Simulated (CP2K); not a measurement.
Runs of CP2K 2026.2 on BN. The structure is hexagonal, space group P6_3/mmc (No. 194). Conventional cell: a = 2.498 Å, b = 2.498 Å, c = 6.636 Å, α = 90.00°, β = 90.00°, γ = 120.00°. N (site symmetry -6m2) is surrounded by 3 B at 1.44 Å. B (site symmetry -6m2) has 3 N at 1.44 Å as nearest neighbours. 

```csv
level,potentials or basis,smearing,EPS_DEFAULT,NGRIDS,bands added on the path,CUTOFF of the grids,gap on the mesh (eV),pressure (GPa)
LDA,"GTH_POTENTIALS N GTH-PADE-q5, B GTH-PADE-q3; TZVP-MOLOPT-PBE-GTH basis",fermi-dirac 0.05 eV,1.0E-9,5,2,450 Ry,(a),(b)
r2SCAN,"POTENTIAL_UZH N GTH-SCAN-q5, B GTH-SCAN-q3; TZVP-MOLOPT-SCAN-GTH basis",fermi-dirac 0.01 eV,1.0E-10,5,6,675 Ry,4.88,0.7
TB-mBJ,"POTENTIAL_UZH N GTH-PBE-q5, B GTH-PBE-q3; TZVP-MOLOPT-PBE-GTH basis",fermi-dirac 0.0259 eV,1.0E-9,4,2,675 Ry,5.02,-
PBEsol,"POTENTIAL_UZH N GTH-PBE-q5, B GTH-PBE-q3; TZVP-MOLOPT-PBE-GTH basis",fermi-dirac 0.01 eV,1.0E-9,5,6,450 Ry,4.17,4.2
```

Alike in all rows: task band structure; no spin polarisation; cell as given; k mesh 12 × 12 × 4.

Q: Estimate the missing entries.

A: (a) 4.10; (b) -3.1.

Caveats: the basis of atomic orbitals isn't converged, which shifts pressures, moduli and gaps; the potentials were made for another functional, which shifts forces and pressure (some runs); this is a model potential without an energy functional, so only levels have meaning (some runs); this functional lacks dispersion, which binds the layers, so the pressure and a relaxed spacing across them are unreliable (some runs).

A k mesh can miss the band edges.
